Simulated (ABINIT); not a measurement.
# Al (Fm-3m) in ABINIT: notebook, part 2 of 2

ABINIT 10.8.3 (patched build). Earlier steps stand in the parts before.

### Step 4. Equation of state, PBE

Contents of run.abi:

```
# Datasets: one volume each
ndtset 7
getwfk -1
scalecart1 3*0.9795861087
scalecart2 3*0.9864848297
scalecart3 3*0.9932883884
scalecart4 3*1.0000000000
scalecart5 3*1.0066227096
scalecart6 3*1.0131594038
scalecart7 3*1.0196128224

# Pseudopotentials
pp_dirpath "./"
pseudos "Al.upf"

# Structure
acell 3*1.0
rprim
     0.0000000000     3.8263269058     3.8263269058
     3.8263269058     0.0000000000     3.8263269058
     3.8263269058     3.8263269058     0.0000000000
ntypat 1
znucl 13
natom 1
typat 1
xred
     0.0000000000     0.0000000000     0.0000000000

# Plane-wave basis
ecut 20.0

# k points
kptopt 1
ngkpt 11 11 11
nshiftk 1
shiftk 0.0 0.0 0.0

# Exchange and correlation
ixc 11

# Bands and occupations
nband 6
occopt 3
tsmear 0.05 eV

# SCF cycle
nstep 100
tolvrs 1.0e-10

# Output
iomode 3
prtwf 1
prtden 0
prteig 0
prtebands 0
enunit 1
```

Potentials or basis: Ansatz NC PBE.

Command:

```sh
$ abinit run.abi > log 2>&1
```

run.abo:

```text
[... set-up lines left out ...]
 ETOT  1  -6.1460753594845    -6.146E+00 3.636E-02 1.550E+00
 ETOT  2  -6.1475066643472    -1.431E-03 1.681E-03 5.098E-02
 ETOT  3  -6.1475115914191    -4.927E-06 4.457E-04 7.551E-04
 ETOT  4  -6.1475116964308    -1.050E-07 4.794E-04 2.993E-06
 ETOT  5  -6.1475116968270    -3.963E-10 7.545E-05 1.724E-08
 ETOT  6  -6.1475116968297    -2.669E-12 1.366E-04 5.971E-11
[... 117 lines left out ...]
 getcut: wavevector=  0.0000  0.0000  0.0000  ngfft=  24  24  24
         ecut(hartree)=     20.000   => boxcut(ratio)=   2.23328

 getcut : COMMENT -
  Note that boxcut > 2.2 ; recall that boxcut=Gcut(box)/Gcut(sphere) = 2
  is sufficient for exact treatment of convolution.
  Such a large boxcut is a waste : you could raise ecut
  e.g. ecut=   24.937751 Hartrees makes boxcut=2

--------------------------------------------------------------------------------

-inwffil : will read wavefunctions from disk file runo_DS1_WFK.nc

================================================================================
[... 131 lines left out ...]
 getcut: wavevector=  0.0000  0.0000  0.0000  ngfft=  24  24  24
         ecut(hartree)=     20.000   => boxcut(ratio)=   2.21799

 getcut : COMMENT -
  Note that boxcut > 2.2 ; recall that boxcut=Gcut(box)/Gcut(sphere) = 2
  is sufficient for exact treatment of convolution.
  Such a large boxcut is a waste : you could raise ecut
  e.g. ecut=   24.597297 Hartrees makes boxcut=2

--------------------------------------------------------------------------------

-inwffil : will read wavefunctions from disk file runo_DS2_WFK.nc

================================================================================
[... 131 lines left out ...]
 getcut: wavevector=  0.0000  0.0000  0.0000  ngfft=  24  24  24
         ecut(hartree)=     20.000   => boxcut(ratio)=   2.20310

 getcut : COMMENT -
  Note that boxcut > 2.2 ; recall that boxcut=Gcut(box)/Gcut(sphere) = 2
  is sufficient for exact treatment of convolution.
  Such a large boxcut is a waste : you could raise ecut
  e.g. ecut=   24.268230 Hartrees makes boxcut=2

--------------------------------------------------------------------------------

-inwffil : will read wavefunctions from disk file runo_DS3_WFK.nc

================================================================================
[... 516 lines left out ...]
-Cartesian components of stress tensor (GPa)         [Pressure= -4.3314E+00 GPa]
- sigma(1 1)=  4.33135787E+00  sigma(3 2)=  0.00000000E+00
- sigma(2 2)=  4.33135787E+00  sigma(3 1)=  0.00000000E+00
- sigma(3 3)=  4.33135787E+00  sigma(2 1)=  0.00000000E+00

== END DATASET(S) ==============================================================
================================================================================

 -outvars: echo values of variables after computation  --------
            acell      1.0000000000E+00  1.0000000000E+00  1.0000000000E+00 Bohr
           etotal1    -6.1475116968E+00
           etotal2    -6.1478181423E+00
           etotal3    -6.1479789931E+00
           etotal4    -6.1480089476E+00
           etotal5    -6.1479215695E+00
           etotal6    -6.1477290982E+00
           etotal7    -6.1474429023E+00
            fcart1    -0.0000000000E+00 -0.0000000000E+00 -0.0000000000E+00
            fcart2    -0.0000000000E+00 -0.0000000000E+00 -0.0000000000E+00
            fcart3    -0.0000000000E+00 -0.0000000000E+00 -0.0000000000E+00
            fcart4    -0.0000000000E+00 -0.0000000000E+00 -0.0000000000E+00
            fcart5    -0.0000000000E+00 -0.0000000000E+00 -0.0000000000E+00
            fcart6    -0.0000000000E+00 -0.0000000000E+00 -0.0000000000E+00
            fcart7    -0.0000000000E+00 -0.0000000000E+00 -0.0000000000E+00
            rprim1     0.0000000000E+00  3.7482166843E+00  3.7482166843E+00
                       3.7482166843E+00  0.0000000000E+00  3.7482166843E+00
                       3.7482166843E+00  3.7482166843E+00  0.0000000000E+00
[... 17 lines left out ...]
                       3.9013719758E+00  3.9013719758E+00  0.0000000000E+00
           strten1    -1.7135446866E-04 -1.7135446866E-04 -1.7135446866E-04
                       0.0000000000E+00  0.0000000000E+00  0.0000000000E+00
           strten2    -1.0284279519E-04 -1.0284279519E-04 -1.0284279519E-04
                       0.0000000000E+00  0.0000000000E+00  0.0000000000E+00
           strten3    -4.1259271628E-05 -4.1259271628E-05 -4.1259271628E-05
                       0.0000000000E+00  0.0000000000E+00  0.0000000000E+00
           strten4     1.4003318611E-05  1.4003318611E-05  1.4003318611E-05
                       0.0000000000E+00  0.0000000000E+00  0.0000000000E+00
           strten5     6.3503412898E-05  6.3503412898E-05  6.3503412898E-05
                       0.0000000000E+00  0.0000000000E+00  0.0000000000E+00
           strten6     1.0776236942E-04  1.0776236942E-04  1.0776236942E-04
                       0.0000000000E+00  0.0000000000E+00  0.0000000000E+00
           strten7     1.4721986183E-04  1.4721986183E-04  1.4721986183E-04
                       0.0000000000E+00  0.0000000000E+00  0.0000000000E+00
 Calculation completed.
```

Run time: 17 s. Hardware: 1 thread of Arm Neoverse V2, shared host; peak memory 0.1 GiB.

Results:

| Item | Value |
| --- | --- |
| Equilibrium volume | 16.52 Å³/atom |
| Bulk modulus | 79 GPa |
| Pressure derivative of the bulk modulus | 4.5 |

Energy against volume, from the lowest point:
```csv
volume (Å³/atom),energy (meV/atom)
15.607,13.53
15.939,5.19
16.271,0.82
16.603,0.00
16.935,2.38
17.267,7.62
17.599,15.40
```

Caveat: pressures at fixed basis lie under the slope of the energies.

### Step 5. The reference run

An earlier run on the cell as given: functional PBE; potentials or basis JTH PAW PBE v2.0; cutoff 544 eV; k mesh 11 × 11 × 11; occupations fermi-dirac, width 0.05 eV; no spin polarisation.

* Pressure: -0.6 GPa
* Band gap on the k mesh: none (metal or under the smearing width)
* Valence electrons inside the program's atomic spheres: Al 0.73 (radii [1.0074] Å)

### Step 6. Overview

| task | level | potentials or basis | fine-grid cutoff | gap on the mesh (eV) | pressure (GPa) |
| --- | --- | --- | --- | --- | --- |
| band structure | PBE | PseudoDojo NC SR PBE v0.4.1 standard | - | none | -0.7 |
| band structure | PW91 | PseudoDojo NC SR PBE v0.4.1 standard | - | none | 0.2 |
| equation of state | PBE | Ansatz NC PBE | - | - | - |
| single point | PBE | JTH PAW PBE v2.0 | 1088.46 eV | none | -0.6 |

Alike in all rows: no spin polarisation; cell as given; k mesh 11 × 11 × 11; cutoff (eV) 544; smearing fermi-dirac 0.05 eV.

Caveats: the potentials were made for another functional, which shifts forces and pressure (some runs); pressures at fixed basis lie under the slope of the energies (some runs).

Total energies depend on the potentials used, so only differences within one code and one set of settings carry meaning.

### Step 7. Comparison with measurements

Step 4. A measured bulk modulus of Al is 76.9 GPa (quoted in “The interpretation of polycrystalline coherent inelastic neutron scattering from aluminium”, 2013, pmc:3831299); the calculated 79 GPa misses it by +2.3 %. The fit is for a static lattice scaled at fixed shape and fixed fractional positions. The cell as given is a measured one (16.60 Å³/atom); PBE puts the equilibrium volume -0.5 % from it, thermal expansion not counted.
